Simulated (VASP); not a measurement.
# Mg (Im-3m) in VASP: settings compared

One crystal, Mg, is run at these levels: PBE, r2SCAN; tasks: single point.

Everything below comes from runs of VASP 6.6.1. Logs are shortened: lines on timing, memory, paths and dates and some standing lists are left out, and cuts for length are marked.

## 1. The crystal as given

Symmetry: Im-3m, No. 229, cubic system. The conventional cell has a = 3.596 Å, b = 3.596 Å, c = 3.596 Å, α = 90.00°, β = 90.00°, γ = 90.00°. Mg (site symmetry m-3m) is surrounded by 8 Mg at 3.11 Å.

The cell was built by a generator and needn't be a form met in nature.

## 2. Single point, PBE

The input, INCAR:

```
PREC     = Accurate       # precision mode
ENCUT    = 520            # plane-wave cutoff, eV
EDIFF    = 1E-7           # SCF threshold, eV
ISMEAR   = 0              # smearing method
SIGMA    = 0.05           # smearing width, eV
LREAL    = False          # projectors in reciprocal space
LASPH    = True           # aspherical terms in the spheres
NELM     = 80             # most SCF steps
ALGO     = Normal         # electronic algorithm
ISIF     = 2              # what is computed and relaxed
LWAVE    = False          # write WAVECAR
LCHARG   = False          # write CHGCAR
GGA      = PE             # functional
NBANDS   = 7              # bands
```

The input, KPOINTS:

```
Automatic mesh
0
Gamma
  8 8 8
```

The input, POSCAR:

```
Mg
1.0
   -1.7982377300      1.7982377300      1.7982377300
    1.7982377300     -1.7982377300      1.7982377300
    1.7982377300      1.7982377300     -1.7982377300
Mg
1
Direct
    0.0000000000      0.0000000000      0.0000000000
```

Potentials or basis: VASP PAW PBE potentials, release 64 (Mg).

Launch:

```sh
$ cat potpaw_PBE.64/Mg/POTCAR > POTCAR
$ mpirun -np 1 vasp_std > vasp.out
```

OUTCAR:

```text
PREC = Accurate
   ENCUT = 520
   EDIFF = 1E-7
   ISMEAR = 0
   LREAL = False
   LASPH = True
   NELM = 80
   ISIF = 2
   GGA = PE

 ion  position               nearest neighbor table
   1  0.000  0.000  0.000-

  LATTYP: Found a body centered cubic cell.
 ALAT       =     3.5964754600

  Lattice vectors:

 A1 = (  -1.7982377300,   1.7982377300,   1.7982377300)
 A2 = (   1.7982377300,  -1.7982377300,   1.7982377300)
 A3 = (   1.7982377300,   1.7982377300,  -1.7982377300)

Analysis of symmetry for initial positions (statically):
=====================================================================
 Subroutine PRICEL returns:
 Original cell was already a primitive cell.

 Routine SETGRP: Setting up the symmetry group for a
 body centered cubic supercell.

 Subroutine GETGRP returns: Found 48 space group operations
 (whereof 48 operations were pure point group operations)
 out of a pool of 48 trial point group operations.

The static configuration has the point symmetry O_h .

Analysis of symmetry for dynamics (positions and initial velocities):
=====================================================================
 Subroutine PRICEL returns:
 Original cell was already a primitive cell.

 Routine SETGRP: Setting up the symmetry group for a
 body centered cubic supercell.

 Subroutine GETGRP returns: Found 48 space group operations
 (whereof 48 operations were pure point group operations)
 out of a pool of 48 trial point group operations.

The dynamic configuration has the point symmetry O_h .

 Subroutine INISYM returns: Found 48 space group operations
 (whereof 48 operations are pure point group operations),
 and found     1 'primitive' translations

----------------------------------------------------------------------------------------

                                     Primitive cell

  volume of cell :      23.2596

  direct lattice vectors                    reciprocal lattice vectors
    -1.798237730  1.798237730  1.798237730     0.000000000  0.278050000  0.278050000
     1.798237730 -1.798237730  1.798237730     0.278050000  0.000000000  0.278050000
     1.798237730  1.798237730 -1.798237730     0.278050000  0.278050000  0.000000000

  length of vectors
     3.114639112  3.114639112  3.114639112     0.393222080  0.393222080  0.393222080

  position of ions in fractional coordinates (direct lattice)
     0.000000000  0.000000000  0.000000000

  ion indices of the primitive-cell ions
   primitive index   ion index
                 1           1

----------------------------------------------------------------------------------------

 KPOINTS: Automatic mesh

Automatic generation of k-mesh.
 Grid dimensions read from file:
 generate k-points for:    8    8    8

 Generating k-lattice:

  Cartesian coordinates                     Fractional coordinates (reciprocal lattice)
     0.000000000  0.034756250  0.034756250     0.125000000  0.000000000  0.000000000
     0.034756250  0.000000000  0.034756250     0.000000000  0.125000000  0.000000000
     0.034756250  0.034756250  0.000000000     0.000000000  0.000000000  0.125000000

  Length of vectors
     0.049152760  0.049152760  0.049152760

  Shift w.r.t. Gamma in fractional coordinates (k-lattice)
     0.000000000  0.000000000  0.000000000

 Subroutine IBZKPT returns following result:
 ===========================================

 Found     29 irreducible k-points:

 Following reciprocal coordinates:
            Coordinates               Weight
  0.000000  0.000000  0.000000      1.000000
  0.125000  0.000000  0.000000     12.000000
  0.250000  0.000000  0.000000     12.000000
  0.375000  0.000000  0.000000     12.000000
  0.500000  0.000000  0.000000      6.000000
  0.125000  0.125000  0.000000     24.000000
[... 16 lines left out ...]
 -0.250000  0.250000  0.250000      6.000000
 -0.375000  0.375000  0.250000     24.000000
 [... further k-points ...]
   k-points           NKPTS =     29   k-points in BZ     NKDIM =     29   number of bands    NBANDS=      7
   number of dos      NEDOS =    301   number of ions     NIONS =      1
   total plane-waves  NPLWV =  13824
   dimension x,y,z NGX =    24 NGY =   24 NGZ =   24
   dimension x,y,z NGXF=    48 NGYF=   48 NGZF=   48
   ions per type =               1
   NGX,Y,Z   is equivalent  to a cutoff of  12.81, 12.81, 12.81 a.u.
   NGXF,Y,Z  is equivalent  to a cutoff of  25.62, 25.62, 25.62 a.u.
 SYSTEM =  unknown system
   PREC   = accura    normal or accurate (medium, high low for compatibility)
   ISTART =      0    job   : 0-new  1-cont  2-samecut
   ICHARG =      2    charge: 1-file 2-atom 10-const
   ISPIN  =      1    spin polarized calculation?
   LNONCOLLINEAR =      F non collinear calculations
   LSORBIT =      F    spin-orbit coupling
   LASPH  =      T    aspherical Exc in radial PAW
   ENCUT  =  520.0 eV  38.22 Ry    6.18 a.u.   5.79  5.79  5.79*2*pi/ulx,y,z
   NELM   =     80;   NELMIN=  2; NELMDL= -5     # of ELM steps
   EDIFF  = 0.1E-06   stopping-criterion for ELM
   LREAL  =      F    real-space projection
   EDIFFG = 0.1E-05   stopping-criterion for IOM
   NSW    =      0    number of steps for IOM
   IBRION =     -1    ionic relax: 0-MD 1-quasi-New 2-CG
   NFREE  =      0    steps in history (QN), initial steepest desc. (CG)
   ISIF   =      2    stress and relaxation
   ISYM   =      2    0-nonsym 1-usesym 2-fastsym
   POTIM  = 0.5000    time-step for ionic-motion
   TEBEG  =    0.0;   TEEND  =   0.0 temperature during run
   PSTRESS=    0.0 pullay stress
   NELECT =       2.0000    total number of electrons
   NUPDOWN=      -1.0000    fix difference up-down
   EMIN   =  10.00;   EMAX   =-10.00  energy-range for DOS
   EFERMI =   0.00;   METHOD = LEGACY
   ISMEAR =     0;   SIGMA  =   0.05  broadening in eV -4-tet -1-fermi 0-gaus
   EFERMI_NEDOS =   21; number of points for ismear=-14 and -15
   IALGO  =     38    algorithm
   IMIX   =      4    mixing-type and parameters
     AMIX     =   0.40;   BMIX     =  1.00
     AMIX_MAG =   1.60;   BMIX_MAG =  1.00
  volume/ion in A,a.u.               =      23.26       156.96
  Fermi-wavevector in a.u.,A,eV,Ry     =   0.722577  1.365473  7.103849  0.522118
  Thomas-Fermi vector in A             =   1.812575
   LORBIT       =      0    0 simple, 1 ext, 2 COOP (PROOUT), +10 PAW based schemes
   GGA     = PE    functional components
   LHFCALC =     F    Hartree Fock is set to
   AEXX    =    0.0000 exact exchange contribution
   IVDW    =     0    specifies the selected vdW correction
   LEPSILON=     F    determine dielectric tensor
   LRPA    =     F    only Hartree local field effects (RPA)
 non-spin polarized calculation
 Gauss-broadening in eV      SIGMA  =   0.05
  energy-cutoff  :      520.00
  volume of cell :       23.26
 maximum number of plane-waves:       638
   NGX = 11   NGY = 11   NGZ = 11

 number of electron       2.0000000 magnetization

 Free energy of the ion-electron system (eV)
  ---------------------------------------------------
  ext. energy  EPLUGINS =         0.00000000
  ---------------------------------------------------
  free energy    TOTEN  =        -1.46896727 eV

  energy without entropy =       -1.46819847  energy(sigma->0) =       -1.46858287

 E-fermi :   2.4469     XC(G=0):  -8.4548

 val. band max:        2.3640659237   @ k =  -0.3750   0.5000   0.2500
 cond. band min:       2.4520244455   @ k =   0.5000   0.5000   0.2500
 fundamental gap:      0.0879585218
 Fermi energy:         2.4468793849

 k-point     1 :       0.0000    0.0000    0.0000
  band No.  band energies     occupation
      1      -4.3067      2.00000
      2      15.5098      0.00000
      3      15.5098      0.00000
      4      15.5098      0.00000
      5      17.5120      0.00000
      6      17.5120      0.00000
      7      17.5157      0.00000

 k-point     2 :       0.1250    0.0000    0.0000
  band No.  band energies     occupation
      1      -3.9426      2.00000
      2      12.3311      0.00000
      3      14.1632      0.00000
      4      14.2577      0.00000
      5      15.5367      0.00000
      6      16.2280      0.00000
      7      17.9989      0.00000

 k-point     3 :       0.2500    0.0000    0.0000
  band No.  band energies     occupation
      1      -2.8582      2.00000
      2       8.1625      0.00000
      3      12.5395      0.00000
      4      12.9103      0.00000
      5      13.9592      0.00000
      6      15.1292      0.00000
      7      19.0819      0.00000

 k-point     4 :       0.3750    0.0000    0.0000
  band No.  band energies     occupation
      1      -1.0783      2.00000
      2       4.4918      0.00000
      3      11.5093      0.00000
      4      12.0835      0.00000
      5      13.0079      0.00000
      6      14.2746      0.00000
      7      20.4072      0.00000

 k-point     5 :       0.5000    0.0000    0.0000
  band No.  band energies     occupation
      1       1.1153      2.00000
      2       1.6660      2.00000
      3      11.1614      0.00000
      4      11.8076      0.00000
      5      12.6910      0.00000
      6      13.9616      0.00000
      7      21.5495      0.00000
[... 161 lines left out ...]
 k-point    22 :       0.2500    0.2500    0.2500
  band No.  band energies     occupation
      1       3.7821      0.00000
      2       3.7821      0.00000
      3       3.7821      0.00000
      4       5.5355      0.00000
      5      22.7657      0.00000
      6      22.7657      0.00000
      7      23.9538      0.00000

 k-point    23 :      -0.2500    0.2500    0.2500
  band No.  band energies     occupation
      1      -1.4305      2.00000
      2       8.9172      0.00000
      3       8.9172      0.00000
      4       9.4674      0.00000
      5      11.5369      0.00000
      6      18.3443      0.00000
      7      19.4450      0.00000

 k-point    24 :      -0.3750    0.3750    0.2500
  band No.  band energies     occupation
      1       0.3227      2.00000
      2       5.7812      0.00000
      3       7.9692      0.00000
      4       9.2629      0.00000
      5      11.7521      0.00000
      6      16.6313      0.00000
      7      18.2013      0.00000

 [... further k-points ...]

------------------------ aborting loop because EDIFF is reached ----------------------------------------

  FORCE on cell =-STRESS in cart. coord.  units (eV):
  Direction    XX          YY          ZZ          XY          YZ          ZX
  --------------------------------------------------------------------------------------
  -------------------------------------------------------------------------------------
  Total       -0.1083041     -0.1083041     -0.1083041      0.0000000     -0.0000000      0.0000000
  in kB       -7.4602616     -7.4602616     -7.4602616      0.0000000     -0.0000000      0.0000000
  external PRESSURE =      -7.4602616 kB  Pullay stress =       0.0000000 kB

 VOLUME and BASIS-vectors are now :
 -----------------------------------------------------------------------------
  energy-cutoff  :      520.00
  volume of cell :       23.26
      direct lattice vectors                 reciprocal lattice vectors
    -1.798237730  1.798237730  1.798237730     0.000000000  0.278050000  0.278050000
     1.798237730 -1.798237730  1.798237730     0.278050000  0.000000000  0.278050000
     1.798237730  1.798237730 -1.798237730     0.278050000  0.278050000  0.000000000

 POSITION                                       TOTAL-FORCE (eV/Angst)
 -----------------------------------------------------------------------------------
      0.00000      0.00000      0.00000        -0.000000      0.000000     -0.000000
 -----------------------------------------------------------------------------------
    total drift:                                0.000000      0.000000      0.000000

  FREE ENERGIE OF THE ION-ELECTRON SYSTEM (eV)
  ---------------------------------------------------
  free  energy   TOTEN  =        -1.4689672692 eV

  energy  without entropy=       -1.4681984706  energy(sigma->0) =       -1.46858287
```

Run time: 2.8 s. Hardware: 1 thread of Intel Xeon Platinum 8488C (Sapphire Rapids), shared host; peak memory 0.12 GiB.

What came out:

```yaml
Free_energy: -1.4690 eV
Pressure: -0.7 GPa
Band_gap_on_the_k_mesh: none (metal or under the smearing width)
```

Levels at points of the mesh, in eV from the Fermi level:
```csv
k point,band 1,band 2,band 3,band 4
"(0.00, 0.00, 0.00)",-6.75,13.06,13.06,13.06
"(0.50, 0.00, 0.00)",-1.33,-0.78,8.71,9.36
"(0.50, 0.50, 0.50)",3.95,3.95,3.95,4.14
```

## 3. Single point, r2SCAN

This run uses another cell than the first one, of 22.51 Å³/atom, 0.968 times its volume.

The input, POSCAR:

```
Mg
1.0
   -1.7787169013      1.7787169013      1.7787169013
    1.7787169013     -1.7787169013      1.7787169013
    1.7787169013      1.7787169013     -1.7787169013
Mg
1
Direct
    0.0000000000      0.0000000000      0.0000000000
```

The input, INCAR.step1:

```
SYSTEM = Mg
PREC = Accurate ; ENCUT = 520
ISMEAR = 0 ; SIGMA = 0.05
LREAL = .False. ; LASPH = .True.
NELM = 100 ; NBANDS = 7
GGA = PE ; ALGO = Normal
EDIFF = 1E-4 ; LWAVE = .True.
LCHARG = .False.
```

The input, INCAR.step2:

```
SYSTEM = Mg
PREC = Accurate ; ENCUT = 520
EDIFF = 1E-7 ; ISMEAR = 0
SIGMA = 0.05 ; LREAL = .False.
LASPH = .True. ; NELM = 100
ALGO = Normal ; ISIF = 2
LWAVE = .False. ; LCHARG = .True.
METAGGA = R2SCAN ; LMIXTAU = .True.
LELF = .True. ; LVHAR = .True.
NBANDS = 7 ; ISTART = 1
```

The input, KPOINTS:

```
Automatic mesh
0
Gamma
  16 16 16
  0 0 0
```

Potentials or basis: VASP PAW PBE potentials, release 64 (Mg).

Launch:

```sh
$ cat potpaw_PBE.64/Mg/POTCAR > POTCAR
$ cp INCAR.step1 INCAR
$ mpirun -np 1 vasp_std > vasp.out
$ cp INCAR.step2 INCAR
$ mpirun -np 1 vasp_std > vasp.out
```

OUTCAR:

```text
SYSTEM = Mg
   PREC = Accurate
   ENCUT = 520
   EDIFF = 1E-7
   ISMEAR = 0
   LREAL = .False.
   LASPH = .True.
   NELM = 100
   ISIF = 2
   METAGGA = R2SCAN
   ISTART = 1

 ion  position               nearest neighbor table
   1  0.000  0.000  0.000-

  LATTYP: Found a body centered cubic cell.
 ALAT       =     3.5574338026

  Lattice vectors:

 A1 = (  -1.7787169013,   1.7787169013,   1.7787169013)
 A2 = (   1.7787169013,  -1.7787169013,   1.7787169013)
[... 420 lines left out ...]
      7      21.2967      0.00000

 [... further k-points ...]

------------------------ aborting loop because EDIFF is reached ----------------------------------------

  FORCE on cell =-STRESS in cart. coord.  units (eV):
  Direction    XX          YY          ZZ          XY          YZ          ZX
  --------------------------------------------------------------------------------------
  -------------------------------------------------------------------------------------
  Total       -0.0374550     -0.0374550     -0.0374550     -0.0000000     -0.0000000      0.0000000
  in kB       -2.6658734     -2.6658734     -2.6658734     -0.0000000     -0.0000000      0.0000000
  external PRESSURE =      -2.6658734 kB  Pullay stress =       0.0000000 kB

 VOLUME and BASIS-vectors are now :
 -----------------------------------------------------------------------------
  energy-cutoff  :      520.00
  volume of cell :       22.51
      direct lattice vectors                 reciprocal lattice vectors
    -1.778716901  1.778716901  1.778716901     0.000000000  0.281101506  0.281101506
     1.778716901 -1.778716901  1.778716901     0.281101506  0.000000000  0.281101506
     1.778716901  1.778716901 -1.778716901     0.281101506  0.281101506  0.000000000

 POSITION                                       TOTAL-FORCE (eV/Angst)
 -----------------------------------------------------------------------------------
      0.00000      0.00000      0.00000        -0.000000      0.000000     -0.000000
 -----------------------------------------------------------------------------------
    total drift:                                0.000000      0.000000      0.000000

  FREE ENERGIE OF THE ION-ELECTRON SYSTEM (eV)
  ---------------------------------------------------
  free  energy   TOTEN  =        -4.1204317970 eV

  energy  without entropy=       -4.1198465481  energy(sigma->0) =       -4.12013917
```

OSZICAR.step1:

```text
N       E                     dE             d eps       ncg     rms          rms(c)
DAV:   1    -0.837264804320E+00   -0.83726E+00   -0.77596E+02  2198   0.193E+02
DAV:   2    -0.148288326500E+01   -0.64562E+00   -0.63596E+00  2744   0.114E+01
DAV:   3    -0.148540361522E+01   -0.25204E-02   -0.25198E-02  2534   0.757E-01
DAV:   4    -0.148540967664E+01   -0.60614E-05   -0.60613E-05  2996   0.265E-02
DAV:   5    -0.148540970257E+01   -0.25924E-07   -0.25934E-07  2527   0.996E-04    0.677E-01
DAV:   6    -0.148136503633E+01    0.40447E-02   -0.27618E-04  2317   0.122E-01    0.433E-01
DAV:   7    -0.147693394924E+01    0.44311E-02   -0.12826E-03  2107   0.215E-01    0.246E-02
DAV:   8    -0.147694161524E+01   -0.76660E-05   -0.78202E-06  1946   0.174E-02
   1 F= -.14769416E+01 E0= -.14766530E+01  d E =-.577162E-03
```

Run time: 31 s. Hardware: 1 thread of Intel Xeon Platinum 8488C (Sapphire Rapids), shared host; peak memory 0.15 GiB.

Results:

```
Free energy            : -4.1204 eV
Pressure               : -0.3 GPa
Band gap on the k mesh : none (metal or under the smearing width)
```

Caveat: the PAW data sets were made with another functional, which shifts forces and pressure a little.

[end of part 1 of 2]
